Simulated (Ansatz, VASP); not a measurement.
# One calculation of Si, two programs

The input INCAR:

```
SYSTEM = Si
  ALGO = Fast
  EDIFF = 1E-7
  EDIFFG = -0.01
  ENCUT = 600
  GGA = PE
  IBRION = 2
  ISIF = 3
  ISMEAR = -1
  LASPH = .True.
  LCHARG = .False.
  LREAL = .False.
  LWAVE = .False.
  NELM = 100
  NSW = 40
  PREC = Accurate
  SIGMA = 0.05
```

The input KPOINTS:

```
k-points
0
Gamma
  8 8 8
  0 0 0
```

File POSCAR:

```
Si
1.0
    0.0000000000      2.7218511865      2.7218511865
    2.7218511865      0.0000000000      2.7218511865
    2.7218511865      2.7218511865      0.0000000000
Si
2
Direct
    0.5000000000      0.5000000000      0.5000000000
    0.7500000000      0.7500000000      0.7500000000
```

Contents of input.yaml:

```yaml
crystal:
  lattice:
    - [0.0, 2.7218511865, 2.7218511865]
    - [2.7218511865, 0.0, 2.7218511865]
    - [2.7218511865, 2.7218511865, 0.0]
  atoms:
    - { symbol: Si, position: [0.5, 0.5, 0.5] }
    - { symbol: Si, position: [0.75, 0.75, 0.75] }
hamiltonian:
  xc: pbe
  pseudopotentials: { kind: paw }
kpoints:
  mp_grid: { grid: [8, 8, 8] }
scf:
  occupations: { method: fermi_dirac, width: 0.05 }
output:
  forces: true
  stress: true
  eigenvalues: true
relax:
  f_tol: 0.01
  max_steps: 40
  cell: { stress_tol: 0.05 }
```

Alike in both runs: task relaxation of cell and atoms; functional PBE; k mesh 8 × 8 × 8; occupations fermi-dirac, width 0.05 eV; no spin polarisation.

|  | VASP | Ansatz |
| --- | --- | --- |
| version | VASP 6.6.1 | Ansatz 0.2.0 |
| potentials or method | VASP PAW PBE potentials, release 54 (Si) | Ansatz PAW |
| plane-wave cutoff (eV) | 600 | 420 |
| valence electrons in the cell | 8 | 8 |

```tsv
	VASP	Ansatz	Ansatz less VASP
gap on the k mesh at the Fermi level, each at its own relaxed structure (eV)	0.65	0.65	-0.002
relaxed volume (Å³/atom)	20.44	20.46	+0.015
relaxed cell length with the largest relative difference (Å)	3.867	3.868	+0.0010
energy change over the relaxation (meV/atom)	-1	-1	-0.1
```

Caveats: the plane-wave basis is chosen anew once the cell has moved, so the energies of steps on either side of that aren't comparable (Ansatz). A k mesh can miss the band edges. A hybrid or GW would open this gap; PBE tends to underestimate it.
